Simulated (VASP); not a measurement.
# PbO2 (Fm-3m) in VASP: notebook

The runs below take PbO2 through single point, relaxation of cell and atoms, with PBEsol, r2SCAN.

Program: VASP 6.6.1. These are calculated values, not measurements. Logs are shortened: lines on timing, memory, paths and dates and some standing lists are left out, and cuts for length are marked.

## Step 1: The structure

Symmetry: Fm-3m, No. 225, cubic system. Conventional cell: a = 5.404 Å, b = 5.404 Å, c = 5.404 Å, α = 90.00°, β = 90.00°, γ = 90.00°. Pb (site symmetry m-3m) has 8 O at 2.34 Å as nearest neighbours. O (site symmetry -43m) is surrounded by 4 Pb at 2.34 Å.

The cell comes from a database or a generator and needn't be the stable form of this composition.

## Step 2: Single point, PBEsol

INCAR reads:

```
ADDGRID  = F            
ALGO     = Normal         # electronic algorithm
EDIFF    = 1E-7           # SCF threshold, eV
ENCUT    = 520            # plane-wave cutoff, eV
GGA      = PS             # functional
ISIF     = 2              # what is computed and relaxed
ISMEAR   = 0              # smearing method
LASPH    = T              # aspherical terms in the spheres
LCHARG   = F              # write CHGCAR
LREAL    = Auto         
LWAVE    = F              # write WAVECAR
NELM     = 100            # most SCF steps
PREC     = Accurate       # precision mode
SIGMA    = 0.05           # smearing width, eV
```

KPOINTS reads:

```
k-points
0
Gamma
  9 9 9
```

POSCAR reads:

```
PbO2
1.0
    0.0000000000      2.7019920000      2.7019920000
    2.7019920000      0.0000000000      2.7019920000
    2.7019920000      2.7019920000      0.0000000000
Pb O
1 2
Direct
    0.0000000000      0.0000000000      0.0000000000
    0.7500000000      0.7500000000      0.7500000000
    0.2500000000      0.2500000000      0.2500000000
```

Potentials or basis: VASP PAW PBE potentials, release 64 (Pb, O).

Run with:

```console
> cat potpaw_PBE.64/Pb/POTCAR potpaw_PBE.64/O/POTCAR > POTCAR
> mpirun -np 1 vasp_std > vasp.out
```

OUTCAR:

```text
EDIFF = 1E-7
   ENCUT = 520
   GGA = PS
   ISIF = 2
   ISMEAR = 0
   LASPH = T
   LREAL = Auto
   NELM = 100
   PREC = Accurate

 Found     35 irreducible k-points:

 Following reciprocal coordinates:
            Coordinates               Weight
  0.000000  0.000000  0.000000      1.000000
  0.111111  0.000000  0.000000      8.000000
  0.222222  0.000000  0.000000      8.000000
  0.333333  0.000000  0.000000      8.000000
  0.444444  0.000000  0.000000      8.000000
  0.111111  0.111111  0.000000      6.000000
   k-points           NKPTS =     35   k-points in BZ     NKDIM =     35   number of bands    NBANDS=     12
   number of dos      NEDOS =    301   number of ions     NIONS =      3
   total plane-waves  NPLWV =  21952
   dimension x,y,z NGX =    28 NGY =   28 NGZ =   28
   dimension x,y,z NGXF=    56 NGYF=   56 NGZF=   56
   ions per type =               1   2
   NGX,Y,Z   is equivalent  to a cutoff of  12.18, 12.18, 12.18 a.u.
   NGXF,Y,Z  is equivalent  to a cutoff of  24.36, 24.36, 24.36 a.u.
 SYSTEM =  unknown system
   PREC   = accura    normal or accurate (medium, high low for compatibility)
   ISTART =      0    job   : 0-new  1-cont  2-samecut
   ICHARG =      2    charge: 1-file 2-atom 10-const
   ISPIN  =      1    spin polarized calculation?
   LNONCOLLINEAR =      F non collinear calculations
   LSORBIT =      F    spin-orbit coupling
   LASPH  =      T    aspherical Exc in radial PAW
   ENCUT  =  520.0 eV  38.22 Ry    6.18 a.u.   7.10  7.10  7.10*2*pi/ulx,y,z
   NELM   =    100;   NELMIN=  2; NELMDL= -5     # of ELM steps
   EDIFF  = 0.1E-06   stopping-criterion for ELM
   LREAL  =      T    real-space projection
   EDIFFG = 0.1E-05   stopping-criterion for IOM
   NSW    =      0    number of steps for IOM
   IBRION =     -1    ionic relax: 0-MD 1-quasi-New 2-CG
   NFREE  =      0    steps in history (QN), initial steepest desc. (CG)
   ISIF   =      2    stress and relaxation
   ISYM   =      2    0-nonsym 1-usesym 2-fastsym
   POTIM  = 0.5000    time-step for ionic-motion
   TEBEG  =    0.0;   TEEND  =   0.0 temperature during run
   PSTRESS=    0.0 pullay stress
   NELECT =      16.0000    total number of electrons
   NUPDOWN=      -1.0000    fix difference up-down
   EMIN   =  10.00;   EMAX   =-10.00  energy-range for DOS
   EFERMI =   0.00;   METHOD = LEGACY
   ISMEAR =     0;   SIGMA  =   0.05  broadening in eV -4-tet -1-fermi 0-gaus
   EFERMI_NEDOS =   21; number of points for ismear=-14 and -15
   IALGO  =     38    algorithm
   IMIX   =      4    mixing-type and parameters
     AMIX     =   0.40;   BMIX     =  1.00
     AMIX_MAG =   1.60;   BMIX_MAG =  1.00
  volume/ion in A,a.u.               =      13.15        88.75
  Fermi-wavevector in a.u.,A,eV,Ry     =   1.211772  2.289916 19.978664  1.468390
  Thomas-Fermi vector in A             =   2.347277
   LORBIT       =      0    0 simple, 1 ext, 2 COOP (PROOUT), +10 PAW based schemes
   GGA     = PS    functional components
   LHFCALC =     F    Hartree Fock is set to
   AEXX    =    0.0000 exact exchange contribution
   IVDW    =     0    specifies the selected vdW correction
   LEPSILON=     F    determine dielectric tensor
   LRPA    =     F    only Hartree local field effects (RPA)
 non-spin polarized calculation
 Gauss-broadening in eV      SIGMA  =   0.05
  energy-cutoff  :      520.00
  volume of cell :       39.45
 maximum number of plane-waves:      1073
   NGX = 15   NGY = 15   NGZ = 15

 number of electron      15.9999996 magnetization

 Free energy of the ion-electron system (eV)
  ---------------------------------------------------
  ext. energy  EPLUGINS =         0.00000000
  ---------------------------------------------------
  free energy    TOTEN  =       -16.99976639 eV

  energy without entropy =      -16.99808018  energy(sigma->0) =      -16.99892329

 E-fermi :   3.7319     XC(G=0): -11.3082

 val. band max:        3.7264159361   @ k =  -0.3333   0.4444   0.2222
 cond. band min:       4.2681697060   @ k =  -0.1111   0.1111   0.0000
 fundamental gap:      0.5417537699
 Fermi energy:         3.7318927112

 k-point     1 :       0.0000    0.0000    0.0000
  band No.  band energies     occupation
      1     -14.6772      2.00000
      2     -11.7847      2.00000
      3       0.9622      2.00000
      4       1.6908      2.00000
      5       1.6908      2.00000
      6       1.6908      2.00000
      7       2.5743      2.00000
      8       2.5743      2.00000
      9       2.5743      2.00000
     10      10.5843      0.00000
     11      10.5843      0.00000
     12      10.5843      0.00000

 k-point     2 :       0.1111    0.0000    0.0000
  band No.  band energies     occupation
      1     -14.5731      2.00000
      2     -11.8053      2.00000
      3       0.0409      2.00000
      4       1.4792      2.00000
      5       1.5971      2.00000
      6       1.5971      2.00000
      7       2.5437      2.00000
      8       2.5437      2.00000
      9       3.5511      2.00000
     10      10.3279      0.00000
     11      10.8413      0.00000
     12      10.8413      0.00000

 k-point     3 :       0.2222    0.0000    0.0000
  band No.  band energies     occupation
      1     -14.2681      2.00000
      2     -11.9054      2.00000
      3      -1.2611      2.00000
      4       1.1225      2.00000
      5       1.3755      2.00000
      6       1.3755      2.00000
      7       2.4619      2.00000
      8       2.4619      2.00000
      9       4.8100      0.00000
     10      10.1578      0.00000
     11      11.5242      0.00000
     12      11.5242      0.00000

 k-point     4 :       0.3333    0.0000    0.0000
  band No.  band energies     occupation
      1     -13.7900      2.00000
      2     -12.1636      2.00000
      3      -2.2617      2.00000
      4       0.7336      2.00000
      5       1.1445      2.00000
      6       1.1445      2.00000
      7       2.3653      2.00000
      8       2.3654      2.00000
      9       5.7538      0.00000
     10      10.4013      0.00000
     11      12.3875      0.00000
     12      12.3875      0.00000

 k-point     5 :       0.4444    0.0000    0.0000
  band No.  band energies     occupation
      1     -13.2070      2.00000
      2     -12.6139      2.00000
      3      -2.7871      2.00000
      4       0.4852      2.00000
      5       1.0030      2.00000
      6       1.0030      2.00000
      7       2.3017      2.00000
      8       2.3017      2.00000
      9       6.2590      0.00000
     10      10.7228      0.00000
     11      13.0349      0.00000
     12      13.0349      0.00000

 k-point     6 :       0.1111    0.1111    0.0000
  band No.  band energies     occupation
      1     -14.5405      2.00000
      2     -11.8064      2.00000
      3      -0.1847      2.00000
      4       1.2429      2.00000
      5       1.2429      2.00000
      6       1.8845      2.00000
      7       2.7926      2.00000
      8       2.7926      2.00000
      9       3.4739      2.00000
     10       9.9627      0.00000
     11      11.0808      0.00000
     12      11.0808      0.00000

 [... further k-points ...]

------------------------ aborting loop because EDIFF is reached ----------------------------------------

  FORCE on cell =-STRESS in cart. coord.  units (eV):
  Direction    XX          YY          ZZ          XY          YZ          ZX
  --------------------------------------------------------------------------------------
  -------------------------------------------------------------------------------------
  Total       -1.6210399     -1.6210399     -1.6210399      0.0000000      0.0000000     -0.0000000
  in kB      -65.8297375    -65.8297375    -65.8297375      0.0000000      0.0000000     -0.0000000
  external PRESSURE =     -65.8297375 kB  Pullay stress =       0.0000000 kB

 VOLUME and BASIS-vectors are now :
 -----------------------------------------------------------------------------
  energy-cutoff  :      520.00
  volume of cell :       39.45
      direct lattice vectors                 reciprocal lattice vectors
     0.000000000  2.701992000  2.701992000    -0.185048660  0.185048660  0.185048660
     2.701992000  0.000000000  2.701992000     0.185048660 -0.185048660  0.185048660
     2.701992000  2.701992000  0.000000000     0.185048660  0.185048660 -0.185048660

 POSITION                                       TOTAL-FORCE (eV/Angst)
 -----------------------------------------------------------------------------------
      0.00000      0.00000      0.00000         0.000000     -0.000000     -0.000000
      4.05299      4.05299      4.05299        -0.000000     -0.000000     -0.000000
      1.35100      1.35100      1.35100         0.000000      0.000000      0.000000
 -----------------------------------------------------------------------------------
    total drift:                                0.000000      0.000000      0.000000

  FREE ENERGIE OF THE ION-ELECTRON SYSTEM (eV)
  ---------------------------------------------------
  free  energy   TOTEN  =       -16.9997663905 eV

  energy  without entropy=      -16.9980801808  energy(sigma->0) =      -16.99892329
```

Wall time 73 s (1 thread of AMD EPYC 7R43 (Zen 3), shared host); peak memory 0.13 GiB.

These settings aren't checked as converged: the numbers below hold their error.

Results:

| Property | Result |
| --- | --- |
| Free energy | -16.9998 eV |
| Pressure | -6.6 GPa |
| Band gap on the k mesh | none (metal or under the smearing width) |

Caveat: the PAW data sets were made with another functional, which shifts forces and pressure a little.

## Step 3: Single point, PBEsol

INCAR, as its differences from that of step 2:

```diff
@@ -2,3 +2,3 @@
 ALGO     = Normal         # electronic algorithm
-EDIFF    = 1E-7           # SCF threshold, eV
+EDIFF    = 1E-5           # SCF threshold, eV
 ENCUT    = 520            # plane-wave cutoff, eV
@@ -9,3 +9,3 @@
 LCHARG   = F              # write CHGCAR
-LREAL    = Auto         
+LREAL    = F              # projectors in reciprocal space
 LWAVE    = F              # write WAVECAR
```

KPOINTS is that of step 2.

POSCAR is that of step 2.

Potentials or basis: VASP PAW PBE potentials, release 64 (Pb, O).

Run with:

```console
> cat potpaw_PBE.64/Pb/POTCAR potpaw_PBE.64/O/POTCAR > POTCAR
> mpirun -np 1 vasp_std > vasp.out
```

OUTCAR:

```text
EDIFF = 1E-5
   ENCUT = 520
   GGA = PS
   ISIF = 2
   ISMEAR = 0
   LASPH = T
   LREAL = F
   NELM = 100
   PREC = Accurate

 Found     35 irreducible k-points:

 Following reciprocal coordinates:
            Coordinates               Weight
  0.000000  0.000000  0.000000      1.000000
  0.111111  0.000000  0.000000      8.000000
  0.222222  0.000000  0.000000      8.000000
  0.333333  0.000000  0.000000      8.000000
  0.444444  0.000000  0.000000      8.000000
  0.111111  0.111111  0.000000      6.000000
   k-points           NKPTS =     35   k-points in BZ     NKDIM =     35   number of bands    NBANDS=     12
   number of dos      NEDOS =    301   number of ions     NIONS =      3
   total plane-waves  NPLWV =  21952
   dimension x,y,z NGX =    28 NGY =   28 NGZ =   28
   dimension x,y,z NGXF=    56 NGYF=   56 NGZF=   56
   ions per type =               1   2
   NGX,Y,Z   is equivalent  to a cutoff of  12.18, 12.18, 12.18 a.u.
   NGXF,Y,Z  is equivalent  to a cutoff of  24.36, 24.36, 24.36 a.u.
 SYSTEM =  unknown system
   PREC   = accura    normal or accurate (medium, high low for compatibility)
   ISTART =      0    job   : 0-new  1-cont  2-samecut
   ICHARG =      2    charge: 1-file 2-atom 10-const
   ISPIN  =      1    spin polarized calculation?
[... 72 lines left out ...]
     10      10.5844      0.00000
     11      10.5844      0.00000
     12      10.5844      0.00000
[... 61 lines left out ...]
 k-point     6 :       0.1111    0.1111    0.0000
  band No.  band energies     occupation
      1     -14.5413      2.00000
      2     -11.8074      2.00000
      3      -0.1858      2.00000
      4       1.2424      2.00000
      5       1.2424      2.00000
      6       1.8839      2.00000
      7       2.7917      2.00000
      8       2.7917      2.00000
      9       3.4728      2.00000
     10       9.9613      0.00000
     11      11.0808      0.00000
     12      11.0808      0.00000

 [... further k-points ...]

------------------------ aborting loop because EDIFF is reached ----------------------------------------

  FORCE on cell =-STRESS in cart. coord.  units (eV):
  Direction    XX          YY          ZZ          XY          YZ          ZX
  --------------------------------------------------------------------------------------
  -------------------------------------------------------------------------------------
  Total       -1.5953075     -1.5953075     -1.5953075      0.0000000      0.0000000      0.0000000
  in kB      -64.7847549    -64.7847549    -64.7847549      0.0000000      0.0000000      0.0000000
  external PRESSURE =     -64.7847549 kB  Pullay stress =       0.0000000 kB

 VOLUME and BASIS-vectors are now :
 -----------------------------------------------------------------------------
  energy-cutoff  :      520.00
  volume of cell :       39.45
      direct lattice vectors                 reciprocal lattice vectors
     0.000000000  2.701992000  2.701992000    -0.185048660  0.185048660  0.185048660
     2.701992000  0.000000000  2.701992000     0.185048660 -0.185048660  0.185048660
     2.701992000  2.701992000  0.000000000     0.185048660  0.185048660 -0.185048660

 POSITION                                       TOTAL-FORCE (eV/Angst)
 -----------------------------------------------------------------------------------
      0.00000      0.00000      0.00000        -0.000000     -0.000000      0.000000
      4.05299      4.05299      4.05299         0.000000      0.000000      0.000000
      1.35100      1.35100      1.35100        -0.000000     -0.000000     -0.000000
 -----------------------------------------------------------------------------------
    total drift:                                0.000000      0.000000      0.000000

  FREE ENERGIE OF THE ION-ELECTRON SYSTEM (eV)
  ---------------------------------------------------
  free  energy   TOTEN  =       -16.9978317345 eV

  energy  without entropy=      -16.9961456166  energy(sigma->0) =      -16.99698868
```

OSZICAR:

```text
N       E                     dE             d eps       ncg     rms          rms(c)
DAV:   1     0.844296814446E+02    0.84430E+02   -0.79216E+03   840   0.120E+03
DAV:   2    -0.135567830976E+02   -0.97986E+02   -0.88578E+02  1048   0.242E+02
DAV:   3    -0.194616376973E+02   -0.59049E+01   -0.58291E+01  1024   0.659E+01
DAV:   4    -0.195169501849E+02   -0.55312E-01   -0.55291E-01   912   0.696E+00
DAV:   5    -0.195175288945E+02   -0.57871E-03   -0.57758E-03   976   0.671E-01    0.194E+01
DAV:   6    -0.170982868477E+02    0.24192E+01   -0.74342E+00   880   0.253E+01    0.957E+00
DAV:   7    -0.170294563251E+02    0.68831E-01   -0.44154E-01   864   0.580E+00    0.294E+00
DAV:   8    -0.170007174858E+02    0.28739E-01   -0.32214E-02   952   0.192E+00    0.794E-01
DAV:   9    -0.169973735339E+02    0.33440E-02   -0.56166E-03   980   0.698E-01    0.320E-01
DAV:  10    -0.169978349561E+02   -0.46142E-03   -0.10023E-03   892   0.253E-01    0.423E-02
DAV:  11    -0.169978317345E+02    0.32216E-05   -0.13739E-05   808   0.325E-02
   1 F= -.16997832E+02 E0= -.16996989E+02  d E =-.168612E-02
```

Wall time 40 s (1 thread of AMD EPYC 7R43 (Zen 3), shared host); peak memory 0.13 GiB.

The run converged, but some of its settings lie outside the range that counts as converged, so its numbers aren't taken as properties of the crystal.

Results:

```yaml
Free_energy: -16.9978 eV
Pressure: -6.5 GPa
Band_gap_on_the_k_mesh: none (metal or under the smearing width)
```

Caveat: the PAW data sets were made with another functional, which shifts forces and pressure a little.

(Continued in part 2 of 2.)
